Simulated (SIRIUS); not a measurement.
**Gd in SIRIUS: convergence with gk cutoff**

Input of the first run (gk cutoff 1.93 1/bohr); the others differ in this setting and in those tied to it:

File sirius.json:

```json
{
  "control": {
    "processing_unit": "cpu",
    "std_evp_solver_name": "lapack",
    "gen_evp_solver_name": "lapack",
    "verbosity": 2,
    "print_forces": true,
    "ortho_rf": true,
    "use_second_variation": true,
    "rmt_max": 3.0,
    "num_bands_to_print": 24,
    "save_wf": true
  },
  "parameters": {
    "electronic_structure_method": "full_potential_lapwlo",
    "xc_functionals": ["XC_GGA_X_PBE_SOL", "XC_GGA_C_PBE_SOL"],
    "core_relativity": "dirac",
    "valence_relativity": "iora",
    "num_fv_states": 28,
    "smearing": "fermi_dirac",
    "smearing_width": 0.0018374661,
    "pw_cutoff": 20,
    "gk_cutoff": 1.93,
    "lmax_apw": 10,
    "lmax_rho": 8,
    "lmax_pot": 8,
    "num_mag_dims": 1,
    "auto_rmt": 0,
    "ngridk": [9, 9, 9],
    "shiftk": [0, 0, 0],
    "num_dft_iter": 80,
    "energy_tol": 1e-07,
    "density_tol": 1e-05,
    "use_symmetry": true
  },
  "settings": {"tol_ne": 1e-10},
  "iterative_solver": {"type": "exact"},
  "mixer": {"type": "anderson", "beta": 0.2, "max_history": 12},
  "unit_cell": {
    "lattice_vectors": [
      [-3.8266954024, 3.8266954024, 3.8266954024],
      [3.8266954024, -3.8266954024, 3.8266954024],
      [3.8266954024, 3.8266954024, -3.8266954024]
    ],
    "atom_types": ["Gd"],
    "atom_files": {"Gd": "Gd.json"},
    "atoms": {"Gd": [[0.0, 0.0, 0.0, 0.0, 0.0, 7.0]]}
  }
}
```

Gd.json

```json
{
  "name": "gadolinium",
  "symbol": "Gd",
  "number": 64,
  "mass": 157.25,
  "rmin": 1e-06,
  "rmt": 2.65,
  "nrmt": 800,
  "rinf": 18.32,
  "core": "1s2s2p3s3p3d4s4p",
  "valence": [
    {"basis": [{"enu": 0.04, "dme": 0, "n": 0, "auto": 0}, {"enu": 0.04, "dme": 1, "n": 0, "auto": 0}]},
    {"l": 0, "n": 1, "basis": [{"enu": 0.14, "dme": 0, "n": 0, "auto": 0}]},
    {"l": 1, "n": 2, "basis": [{"enu": 0.14, "dme": 0, "n": 0, "auto": 0}]},
    {"l": 2, "n": 3, "basis": [{"enu": 0.14, "dme": 0, "n": 0, "auto": 0}]},
    {"l": 3, "n": 4, "basis": [{"enu": 0.0732, "dme": 0, "n": 0, "auto": 0}]},
    {"l": 4, "n": 5, "basis": [{"enu": 0.14, "dme": 0, "n": 0, "auto": 0}]}
  ],
  "lo": [
    {"l": 0, "basis": [{"enu": 0.14, "dme": 0, "n": 0, "auto": 0}, {"enu": 0.14, "dme": 1, "n": 0, "auto": 0}]},
    {
      "l": 0,
      "basis": [{"enu": -1.5861, "dme": 0, "n": 5, "auto": 1}, {"enu": -1.5861, "dme": 1, "n": 5, "auto": 1}]
    },
    {
      "l": 0,
      "basis": [{"enu": -1.5861, "dme": 1, "n": 5, "auto": 1}, {"enu": 0.14, "dme": 0, "n": 0, "auto": 0}]
    },
    {"l": 0, "basis": [{"enu": 0.14, "dme": 0, "n": 0, "auto": 0}, {"enu": 2.4184, "dme": 0, "n": 0, "auto": 0}]},
    {"l": 1, "basis": [{"enu": 0.14, "dme": 0, "n": 0, "auto": 0}, {"enu": 0.14, "dme": 1, "n": 0, "auto": 0}]},
    {
      "l": 1,
      "basis": [{"enu": -0.7643, "dme": 0, "n": 5, "auto": 1}, {"enu": -0.7643, "dme": 1, "n": 5, "auto": 1}]
    },
    {
      "l": 1,
      "basis": [{"enu": -0.7643, "dme": 1, "n": 5, "auto": 1}, {"enu": 0.14, "dme": 0, "n": 0, "auto": 0}]
    },
    {"l": 1, "basis": [{"enu": 0.14, "dme": 0, "n": 0, "auto": 0}, {"enu": 2.7601, "dme": 0, "n": 0, "auto": 0}]},
    {"l": 2, "basis": [{"enu": 0.14, "dme": 0, "n": 0, "auto": 0}, {"enu": 0.14, "dme": 1, "n": 0, "auto": 0}]},
    {
      "l": 2,
      "basis": [{"enu": -5.181, "dme": 0, "n": 4, "auto": 1}, {"enu": -5.181, "dme": 1, "n": 4, "auto": 1}]
    },
    {"l": 2, "basis": [{"enu": -5.181, "dme": 1, "n": 4, "auto": 1}, {"enu": 0.14, "dme": 0, "n": 0, "auto": 0}]},
    {"l": 2, "basis": [{"enu": 0.14, "dme": 0, "n": 0, "auto": 0}, {"enu": 3.1019, "dme": 0, "n": 0, "auto": 0}]},
    {
      "l": 3,
      "basis": [{"enu": 0.0732, "dme": 0, "n": 0, "auto": 0}, {"enu": 0.0732, "dme": 1, "n": 0, "auto": 0}]
    },
    {
      "l": 3,
      "basis": [{"enu": 0.0732, "dme": 1, "n": 0, "auto": 0}, {"enu": 0.0732, "dme": 2, "n": 0, "auto": 0}]
    },
    {
      "l": 3,
      "basis": [{"enu": 0.0732, "dme": 0, "n": 0, "auto": 0}, {"enu": 2.551, "dme": 0, "n": 0, "auto": 0}]
    },
    {"l": 4, "basis": [{"enu": 0.14, "dme": 0, "n": 0, "auto": 0}, {"enu": 0.14, "dme": 1, "n": 0, "auto": 0}]},
    {"l": 4, "basis": [{"enu": 0.14, "dme": 0, "n": 0, "auto": 0}, {"enu": 2.8741, "dme": 0, "n": 0, "auto": 0}]}
  ],
  "free_atom": [... radial grid and density of the free atom, the start of the SCF ...]
}
```

File sirius_start.json:

```json
{
  "control": {
    "processing_unit": "cpu",
    "std_evp_solver_name": "lapack",
    "gen_evp_solver_name": "lapack",
    "verbosity": 1,
    "print_forces": false,
    "ortho_rf": true,
    "use_second_variation": true,
    "rmt_max": 3.0,
    "num_bands_to_print": 24,
    "save_wf": false
  },
  "parameters": {
    "electronic_structure_method": "full_potential_lapwlo",
    "xc_functionals": ["XC_LDA_X", "XC_LDA_C_PW"],
    "core_relativity": "dirac",
    "valence_relativity": "iora",
    "num_fv_states": 28,
    "smearing": "fermi_dirac",
    "smearing_width": 0.0055123983,
    "pw_cutoff": 20,
    "gk_cutoff": 1.54,
    "lmax_apw": 10,
    "lmax_rho": 8,
    "lmax_pot": 8,
    "num_mag_dims": 1,
    "auto_rmt": 0,
    "ngridk": [4, 4, 4],
    "shiftk": [0, 0, 0],
    "num_dft_iter": 30,
    "energy_tol": 0.01,
    "density_tol": 0.05,
    "use_symmetry": true
  },
  "settings": {"tol_ne": 1e-10},
  "iterative_solver": {"type": "exact"},
  "mixer": {"type": "anderson", "beta": 0.2, "max_history": 12},
  "unit_cell": {
    "lattice_vectors": [
      [-3.8266954024, 3.8266954024, 3.8266954024],
      [3.8266954024, -3.8266954024, 3.8266954024],
      [3.8266954024, 3.8266954024, -3.8266954024]
    ],
    "atom_types": ["Gd"],
    "atom_files": {"Gd": "Gd.json"},
    "atoms": {"Gd": [[0.0, 0.0, 0.0, 0.0, 0.0, 7.0]]}
  }
}
```

Potentials or basis: all-electron FP-LAPW, apw+lo standard.

Run with:

```sh
$ OMP_NUM_THREADS=1 sirius.scf --input=sirius_start.json --output=start.json
$ OMP_NUM_THREADS=1 sirius.scf --input=sirius.json --output=output.json --task=1
```

This isn't the form of Gd at room conditions, which is hcp.

Hardware: 1 thread of Arm Neoverse V2, with other jobs on the host.

The values tried are 1.93 1/bohr, 2.28 1/bohr, 2.63 1/bohr, 2.98 1/bohr, 3.33 1/bohr, 3.68 1/bohr, 4.04 1/bohr, loosest first. From which on does the largest site moment stay within 0.02 μB of the tightest run that finished?

From 2.98 1/bohr on.

```tsv
gk cutoff	energy less the tightest run, at zero smearing (meV/atom)	largest site moment (μB)	SCF cycles	CPU time (s)	peak memory (GiB)
1.93 1/bohr	3313.12	7.18	17	75	0.54
2.28 1/bohr	1245.76	7.14	11	50	0.55
2.63 1/bohr	435.62	7.13	12	53	0.56
2.98 1/bohr	137.79	7.11	14	57	0.57
3.33 1/bohr	38.65	7.11	14	66	0.58
3.68 1/bohr	8.76	7.10	13	72	0.65
4.04 1/bohr	0.00	7.10	13	87	0.76
```

Not settled before the last step: the energy (to 1 meV/atom). The tightest run that finished is the yardstick and may itself not be fully converged.

 The state reached can hang on the start; a lower one may exist.
